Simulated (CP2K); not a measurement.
# Zn (P6_3/mmc) in CP2K: further runs

Aim: see how the results for Zn move with the level of theory and the settings. Levels: PBE, LDA, PBEsol, r2SCAN, TB-mBJ. Tasks: band structure.

Everything below comes from runs of CP2K 2026.2. Logs are shortened: lines on timing, memory, paths and dates and some standing lists are left out, and cuts for length are marked.

### 1 The structure

The structure is hexagonal, space group P6_3/mmc (No. 194). The conventional cell has a = 2.670 Å, b = 2.670 Å, c = 4.966 Å, α = 90.00°, β = 90.00°, γ = 120.00°. Around Zn (site symmetry -6m2) lie 12 Zn at 2.67 to 2.92 Å.

### 2 Band structure, PBE

zn_bands.inp

```
&GLOBAL
  PROJECT zn_bands
  RUN_TYPE ENERGY_FORCE
  PRINT_LEVEL LOW
&END GLOBAL
&FORCE_EVAL
  METHOD QS
  STRESS_TENSOR ANALYTICAL
  &DFT
    BASIS_SET_FILE_NAME BASIS_MOLOPT_UZH
    POTENTIAL_FILE_NAME POTENTIAL_UZH
    &MGRID
      CUTOFF 450
      REL_CUTOFF 60
      NGRIDS 4
    &END MGRID
    &QS
      METHOD GPW
      EPS_DEFAULT 1.0E-10
    &END QS
    &KPOINTS
      SCHEME MONKHORST-PACK 11 11 6
      GAMMA_CENTERED T
      SYMMETRY T
      SYMMETRY_BACKEND SPGLIB
    &END KPOINTS
    &SCF
      SCF_GUESS ATOMIC
      EPS_SCF 1.0E-6
      MAX_SCF 100
      ADDED_MOS 10
      CHOLESKY OFF
      EPS_EIGVAL 1.0E-7
      &DIAGONALIZATION ON
        ALGORITHM STANDARD
      &END DIAGONALIZATION
      &MIXING ON
        METHOD BROYDEN_MIXING
        ALPHA 0.4
        BETA 1.5
        NBUFFER 8
      &END MIXING
      &SMEAR ON
        METHOD FERMI_DIRAC
        ELECTRONIC_TEMPERATURE [K] 580.226
      &END SMEAR
    &END SCF
    &XC
      &XC_FUNCTIONAL
        &GGA_X_PBE
        &END GGA_X_PBE
        &GGA_C_PBE
        &END GGA_C_PBE
      &END XC_FUNCTIONAL
    &END XC
    &PRINT
      &KPOINTS ON
      &END KPOINTS
      &MULLIKEN ON
      &END MULLIKEN
      &MO ON
        ENERGIES T
        OCCUPATION_NUMBERS T
        &EACH
          QS_SCF 0
        &END EACH
        ADD_LAST NUMERIC
      &END MO
      &BAND_STRUCTURE
        FILE_NAME bands.bs
        ADDED_MOS 4
        &KPOINT_SET
          UNITS B_VECTOR
          NPOINTS 6
          SPECIAL_POINT GAMMA 0.00000000 0.00000000 0.00000000
          SPECIAL_POINT M 0.50000000 0.00000000 0.00000000
          SPECIAL_POINT K 0.33333333 0.33333333 0.00000000
          SPECIAL_POINT GAMMA 0.00000000 0.00000000 0.00000000
          SPECIAL_POINT A 0.00000000 0.00000000 0.50000000
          SPECIAL_POINT L 0.50000000 0.00000000 0.50000000
          SPECIAL_POINT H 0.33333333 0.33333333 0.50000000
          SPECIAL_POINT A 0.00000000 0.00000000 0.50000000
        &END KPOINT_SET
        &KPOINT_SET
          UNITS B_VECTOR
          NPOINTS 6
          SPECIAL_POINT L 0.50000000 0.00000000 0.50000000
          SPECIAL_POINT M 0.50000000 0.00000000 0.00000000
        &END KPOINT_SET
        &KPOINT_SET
          UNITS B_VECTOR
          NPOINTS 6
          SPECIAL_POINT K 0.33333333 0.33333333 0.00000000
          SPECIAL_POINT H 0.33333333 0.33333333 0.50000000
        &END KPOINT_SET
      &END BAND_STRUCTURE
    &END PRINT
  &END DFT
  &SUBSYS
    &CELL
      ABC 2.6700000000 2.6700000000 4.9660000000
      ALPHA_BETA_GAMMA 90.0000000000 90.0000000000 120.0000000000
      PERIODIC XYZ
    &END CELL
    &COORD
      SCALED
      Zn  0.6666666667 0.3333333333 0.7500000000
      Zn  0.3333333333 0.6666666667 0.2500000000
    &END COORD
    &KIND Zn
      BASIS_SET TZVP-MOLOPT-PBE-GTH-q12
      POTENTIAL GTH-PBE-q12
    &END KIND
    &PRINT
      &ATOMIC_COORDINATES ON
      &END ATOMIC_COORDINATES
      &CELL ON
      &END CELL
    &END PRINT
  &END SUBSYS
  &PRINT
    &FORCES ON
    &END FORCES
    &STRESS_TENSOR ON
    &END STRESS_TENSOR
  &END PRINT
&END FORCE_EVAL
```

Potentials or basis: POTENTIAL_UZH Zn GTH-PBE-q12; TZVP-MOLOPT-PBE-GTH basis.

On the command line:

```bash
$ OMP_NUM_THREADS=2 cp2k.psmp -i zn_bands.inp -o zn_bands.out
```

zn_bands.out:

```text

 CP2K| version string:                                       CP2K version 2026.2
 CP2K| Input file name                                              zn_bands.inp

 GLOBAL| Force Environment number                                              1
 GLOBAL| Basis set file name                                    BASIS_MOLOPT_UZH
 GLOBAL| Potential file name                                       POTENTIAL_UZH
 GLOBAL| MM Potential file name                                     MM_POTENTIAL
 GLOBAL| Coordinate file name                                      __STD_INPUT__
 GLOBAL| Method name                                                        CP2K
 GLOBAL| Project name                                                   zn_bands
 GLOBAL| Run type                                                   ENERGY_FORCE
 GLOBAL| FFT library                                                       FFTW3
[... 5 lines left out ...]
 GLOBAL| Global print level                                                  LOW
 GLOBAL| Total number of message passing processes                             1
 GLOBAL| Number of threads for this process                                    2
 GLOBAL| CPU model name                                                  UNKNOWN

 CELL| Volume [angstrom^3]:                                            30.659133
 CELL| Vector a [angstrom]:       2.670     0.000     0.000   |a| =     2.670000
 CELL| Vector b [angstrom]:      -1.335     2.312     0.000   |b| =     2.670000
 CELL| Vector c [angstrom]:       0.000     0.000     4.966   |c| =     4.966000
 CELL| Angle (b,c), alpha [degree]:                                    90.000000
 CELL| Angle (a,c), beta  [degree]:                                    90.000000
 CELL| Angle (a,b), gamma [degree]:                                   120.000000
 CELL| Numerically orthorhombic:                                              NO
 CELL| Periodicity                                                           XYZ

 CELL_REF| Volume [angstrom^3]:                                        30.659133
 CELL_REF| Vector a [angstrom     2.670     0.000     0.000   |a| =     2.670000
 CELL_REF| Vector b [angstrom    -1.335     2.312     0.000   |b| =     2.670000
 CELL_REF| Vector c [angstrom     0.000     0.000     4.966   |c| =     4.966000
 CELL_REF| Angle (b,c), alpha [degree]:                                90.000000
 CELL_REF| Angle (a,c), beta  [degree]:                                90.000000
 CELL_REF| Angle (a,b), gamma [degree]:                               120.000000
 CELL_REF| Numerically orthorhombic:                                          NO
 CELL_REF| Periodicity                                                       XYZ
[... 9 lines left out ...]
 TOTAL NUMBERS AND MAXIMUM NUMBERS

  Total number of            - Atomic kinds:                                   1
                             - Atoms:                                          2
                             - Shell sets:                                     2
                             - Shells:                                        20
                             - Primitive Cartesian functions:                 12
                             - Cartesian basis functions:                     80
                             - Spherical basis functions:                     68

  Maximum angular momentum of the orbital basis functions:                     3

 MODULE QUICKSTEP: ATOMIC COORDINATES IN ANGSTROM

   Atom Kind Element         X             Y             Z       Z(eff)     Mass
      1    1 Zn   30      1.335000      0.770763      3.724500  12.0000  65.3800
      2    1 Zn   30     -0.000000      1.541525      1.241500  12.0000  65.3800

 SCF PARAMETERS         Density guess:                                    ATOMIC
                        --------------------------------------------------------
                        max_scf:                                             100
                        max_scf_history:                                       0
                        max_diis:                                              4
[... 5 lines left out ...]
                        --------------------------------------------------------
                        level_shift [a.u.]:                             0.000000
                        added MOs                                        10    0
                        --------------------------------------------------------
                        Mixing method:                            BROYDEN_MIXING
[... 11 lines left out ...]
 *******************************************************************************
 BRILLOUIN| K-point scheme                                        Monkhorst-Pack
 BRILLOUIN| K-Point grid                                            11   11    6
 BRILLOUIN| Gamma-centered k-point mesh                                     ON
 BRILLOUIN| K-point symmetry accuracy                               0.100000E-05
 BRILLOUIN| K-Point point group symmetrization                                ON
[... 60 lines left out ...]
  ------------------------------------------------------------------------------
     1 NoMix/Diag. 0.40E+00   11.1     1.38992883      -121.3413025039 -1.21E+02
     2 Broy./Diag. 0.40E+00    8.1     0.01792780      -121.7332983201 -3.92E-01
     3 Broy./Diag. 0.40E+00    8.1     0.01246207      -121.3579615731  3.75E-01
     4 Broy./Diag. 0.40E+00    8.1     0.01424288      -121.1606718891  1.97E-01
     5 Broy./Diag. 0.40E+00    8.1     0.00108487      -121.1252409416  3.54E-02
     6 Broy./Diag. 0.40E+00    8.1     0.00097597      -121.1345083860 -9.27E-03
     7 Broy./Diag. 0.40E+00    8.1     0.00012236      -121.1341067862  4.02E-04
     8 Broy./Diag. 0.40E+00    8.1     0.00010498      -121.1334253337  6.81E-04
     9 Broy./Diag. 0.40E+00    8.1     0.00001427      -121.1335237920 -9.85E-05
    10 Broy./Diag. 0.40E+00    8.1     0.00001025      -121.1335114867  1.23E-05
    11 Broy./Diag. 0.40E+00    8.1     0.00000227      -121.1334787001  3.28E-05
    12 Broy./Diag. 0.40E+00    8.2     0.00000072      -121.1334801389 -1.44E-06

  *** SCF run converged in    12 steps ***

  Electronic density on regular grids:        -23.9999999556        0.0000000444
  Core density on regular grids:               23.9999999976       -0.0000000024
  Total charge density on r-space grids:        0.0000000420
  Total charge density g-space grids:           0.0000000420

  Overlap energy of the core charge distribution:               0.00000000041950
  Self energy of the core charge distribution:               -159.56116197073376
  Core Hamiltonian energy:                                     50.92961981434630
  Hartree energy:                                               5.50544470135481
  Exchange-correlation energy:                                -18.00721396881780
  Electronic entropic energy:                                  -0.00016871514148
  Fermi energy:                                                 0.21735049535119

  Total energy:                                              -121.13348013891282
  Total energy (extrapolated to T->0):                       -121.13339578134207

 MO| EIGENVALUES AND OCCUPATION NUMBERS FOR K POINT 1
 MO|
 MO|  Index      Eigenvalue [a.u.]        Eigenvalue [eV]             Occupation
 MO|      1              -0.085693              -2.331835               2.000000
 MO|      2              -0.084754              -2.306275               2.000000
 MO|      3              -0.075402              -2.051791               2.000000
 MO|      4              -0.072352              -1.968802               2.000000
 MO|      5              -0.054999              -1.496610               2.000000
 MO|      6              -0.046380              -1.262071               2.000000
[... 70 lines left out ...]
 MO|     21               1.032420              28.093581               0.000000
 MO|     22               1.083361              29.479760               0.000000
 MO| Sum:                                                              24.000000
 MO| E(Fermi):            0.217350 a.u.          5.914408 eV
 MO| Band gap:            0.175763 a.u.          4.782751 eV

 MO| EIGENVALUES AND OCCUPATION NUMBERS FOR K POINT 4
 MO|
 MO|  Index      Eigenvalue [a.u.]        Eigenvalue [eV]             Occupation
 MO|      1              -0.085028              -2.313743               2.000000
 MO|      2              -0.085028              -2.313743               2.000000
 MO|      3              -0.075303              -2.049095               2.000000
 MO|      4              -0.075303              -2.049094               2.000000
 MO|      5              -0.050785              -1.381939               2.000000
 MO|      6              -0.050785              -1.381939               2.000000
[... 294 lines left out ...]
 MO|     21               0.898515              24.449844               0.000000
 MO|     22               0.996954              27.128497               0.000000
 MO| Sum:                                                              24.000000
 MO| E(Fermi):            0.217350 a.u.          5.914408 eV

 [... the levels of further k-points ...]

 !-----------------------------------------------------------------------------!
                     Mulliken Population Analysis

 #  Atom  Element  Kind  Atomic population                           Net charge
       1     Zn       1         12.000004                             -0.000004
       2     Zn       1         11.999996                              0.000004
 # Total charge                             24.000000                 -0.000000

 !-----------------------------------------------------------------------------!

 KPOINTS| Band Structure Calculation
 KPOINTS| Number of k-point sets                                               3
 KPOINTS| Number of added MOs/bands                                            4
 KPOINTS| Number of k-points in set    1                                      43
 KPOINTS| In units of b-vector [2pi/Bohr]
 KPOINTS| Special point     1       GAMMA     0.000000     0.000000     0.000000
 KPOINTS| Special point     2           M     0.500000     0.000000     0.000000
 KPOINTS| Special point     3           K     0.333333     0.333333     0.000000
 KPOINTS| Special point     4       GAMMA     0.000000     0.000000     0.000000
 KPOINTS| Special point     5           A     0.000000     0.000000     0.500000
 KPOINTS| Special point     6           L     0.500000     0.000000     0.500000
 KPOINTS| Special point     7           H     0.333333     0.333333     0.500000
 KPOINTS| Special point     8           A     0.000000     0.000000     0.500000
 KPOINTS| Number of k-points in set    2                                       7
 KPOINTS| In units of b-vector [2pi/Bohr]
 KPOINTS| Special point     1           L     0.500000     0.000000     0.500000
 KPOINTS| Special point     2           M     0.500000     0.000000     0.000000
 KPOINTS| Number of k-points in set    3                                       7
 KPOINTS| In units of b-vector [2pi/Bohr]
 KPOINTS| Special point     1           K     0.333333     0.333333     0.000000
 KPOINTS| Special point     2           H     0.333333     0.333333     0.500000

 ENERGY| Total FORCE_EVAL ( QS ) energy [hartree]           -121.133480306138338

 FORCES| Atomic forces [hartree/bohr]
 FORCES|   Atom     x               y               z               |f|
 FORCES|      1  1.52584939E-07 -1.06890153E-07  4.20384084E-09   1.86347366E-07
 FORCES|      2 -1.52589435E-07  1.06903764E-07 -4.20166970E-09   1.86358806E-07
 FORCES| Sum    -4.49630100E-12  1.36109304E-11  2.17113115E-12
 FORCES| Total atomic force                                       1.44978605E-11

 STRESS| Analytical stress tensor [bar]
 STRESS|                        x                   y                   z
 STRESS|      x        2.23802893984E+02   1.34930958028E+02   2.59979609306E-06
 STRESS|      y        1.34930958028E+02   3.78871907918E+02  -3.14727175060E-05
 STRESS|      z        2.59979609306E-06  -3.14727175060E-05  -8.53376375811E+03
 STRESS| 1/3 Trace                                            -2.64369631874E+03
 STRESS| Determinant                                          -5.68231463639E+08

 STRESS| Eigenvectors and eigenvalues of the analytical stress tensor [bar]
 STRESS|                        1                   2                   3
 STRESS| Eigenvalues  -8.53376375811E+03   1.45716183873E+02   4.56958618030E+02
 STRESS|      x          -0.000000000351      0.865513087776      0.500886309344
 STRESS|      y           0.000000003537     -0.500886309344      0.865513087776
 STRESS|      z           1.000000000000      0.000000002076     -0.000000002885
```

It took 2 min on 2 threads of Arm Neoverse V2, shared host; peak memory 0.48 GiB.

What came out:

```yaml
Free_energy: -3296.2096 eV
Pressure: -0.3 GPa
Band_gap_on_the_k_mesh: none (metal or under the smearing width)
```

Stress tensor (GPa, compression positive):
```
 0.02  0.01  0.00
 0.01  0.04  0.00
 0.00  0.00 -0.85
```

Levels at the corners of the path, in eV from the Fermi level:
| point | band 9 | band 10 | band 11 | band 12 | band 13 | band 14 | band 15 | band 16 |
| --- | --- | --- | --- | --- | --- | --- | --- | --- |
| Γ | -7.22 | -7.01 | -7.01 | -3.50 | -2.94 | 13.66 | 17.67 | 17.67 |
| M | -6.86 | -6.84 | -2.70 | -2.03 | 2.71 | 3.68 | 4.19 | 6.00 |
| K | -7.11 | -7.11 | 0.15 | 0.15 | 0.29 | 5.11 | 6.18 | 6.18 |
| Γ | -7.22 | -7.01 | -7.01 | -3.50 | -2.94 | 13.66 | 17.67 | 17.67 |
| A | -7.10 | -7.10 | -7.10 | -7.10 | 4.73 | 4.73 | 18.88 | 18.88 |
| L | -6.85 | -6.85 | -1.74 | -1.74 | 0.25 | 0.25 | 10.21 | 10.21 |
| H | -7.01 | -7.01 | 1.09 | 1.09 | 1.96 | 1.96 | 2.26 | 2.26 |
| A | -7.10 | -7.10 | -7.10 | -7.10 | 4.73 | 4.73 | 18.88 | 18.88 |
| L | -6.85 | -6.85 | -1.74 | -1.74 | 0.25 | 0.25 | 10.21 | 10.21 |
| M | -6.86 | -6.84 | -2.70 | -2.03 | 2.71 | 3.68 | 4.19 | 6.00 |
| K | -7.11 | -7.11 | 0.15 | 0.15 | 0.29 | 5.11 | 6.18 | 6.18 |
| H | -7.01 | -7.01 | 1.09 | 1.09 | 1.96 | 1.96 | 2.26 | 2.26 |

Caveat: the basis of atomic orbitals isn't converged, which shifts pressures, moduli and gaps.

### 3 Band structure, LDA

zn_bands.inp: that of step 2 with these lines changed.

```diff
@@ -10,3 +10,3 @@
     BASIS_SET_FILE_NAME BASIS_MOLOPT_UZH
-    POTENTIAL_FILE_NAME POTENTIAL_UZH
+    POTENTIAL_FILE_NAME GTH_POTENTIALS
     &MGRID
@@ -18,3 +18,3 @@
       METHOD GPW
-      EPS_DEFAULT 1.0E-10
+      EPS_DEFAULT 1.0E-9
     &END QS
@@ -44,3 +44,3 @@
         METHOD FERMI_DIRAC
-        ELECTRONIC_TEMPERATURE [K] 580.226
+        ELECTRONIC_TEMPERATURE 580.23
       &END SMEAR
@@ -49,6 +49,6 @@
       &XC_FUNCTIONAL
-        &GGA_X_PBE
-        &END GGA_X_PBE
-        &GGA_C_PBE
-        &END GGA_C_PBE
+        &LDA_X
+        &END LDA_X
+        &LDA_C_PW
+        &END LDA_C_PW
       &END XC_FUNCTIONAL
@@ -111,3 +111,3 @@
       BASIS_SET TZVP-MOLOPT-PBE-GTH-q12
-      POTENTIAL GTH-PBE-q12
+      POTENTIAL GTH-PADE-q12
     &END KIND
@@ -118,2 +118,4 @@
       &END CELL
+      &SYMMETRY ON
+      &END SYMMETRY
     &END PRINT
```

Potentials or basis: GTH_POTENTIALS Zn GTH-PADE-q12; TZVP-MOLOPT-PBE-GTH basis.

On the command line:

```bash
$ OMP_NUM_THREADS=2 cp2k.psmp -i zn_bands.inp -o zn_bands.out
```

Wall time 98 s (2 threads of Arm Neoverse V2, shared host); peak memory 0.44 GiB.

Results (log left out):

* Free energy: -3290.9653 eV
* Pressure: -8.7 GPa
* Band gap on the k mesh: none (metal or under the smearing width)

Stress tensor (GPa, compression positive):
```
-9.17  0.00  0.00
 0.00 -9.17  0.00
 0.00  0.00 -7.67
```

Levels at the corners of the path, in eV from the Fermi level:
```csv
point,band 8,band 9,band 10,band 11,band 12,band 13,band 14,band 15,band 16,band 17
Γ,-7.22,-7.22,-7.01,-7.01,-3.47,-2.99,13.58,17.52,17.52,18.57
M,-7.02,-6.86,-6.84,-2.69,-2.06,2.64,3.68,4.06,6.12,10.16
K,-7.19,-7.11,-7.11,0.11,0.11,0.34,5.09,6.04,6.04,6.41
Γ,-7.22,-7.22,-7.01,-7.01,-3.47,-2.99,13.58,17.52,17.52,18.57
A,-7.51,-7.10,-7.10,-7.10,-7.10,4.71,4.71,18.72,18.72,18.72
L,-7.03,-6.85,-6.85,-1.73,-1.73,0.20,0.20,10.13,10.13,12.04
H,-7.41,-7.01,-7.01,1.11,1.11,2.01,2.01,2.14,2.14,12.00
A,-7.51,-7.10,-7.10,-7.10,-7.10,4.71,4.71,18.72,18.72,18.72
L,-7.03,-6.85,-6.85,-1.73,-1.73,0.20,0.20,10.13,10.13,12.04
M,-7.02,-6.86,-6.84,-2.69,-2.06,2.64,3.68,4.06,6.12,10.16
K,-7.19,-7.11,-7.11,0.11,0.11,0.34,5.09,6.04,6.04,6.41
H,-7.41,-7.01,-7.01,1.11,1.11,2.01,2.01,2.14,2.14,12.00
```

Caveat: the basis of atomic orbitals isn't converged, which shifts pressures, moduli and gaps.

[end of part 1 of 2]
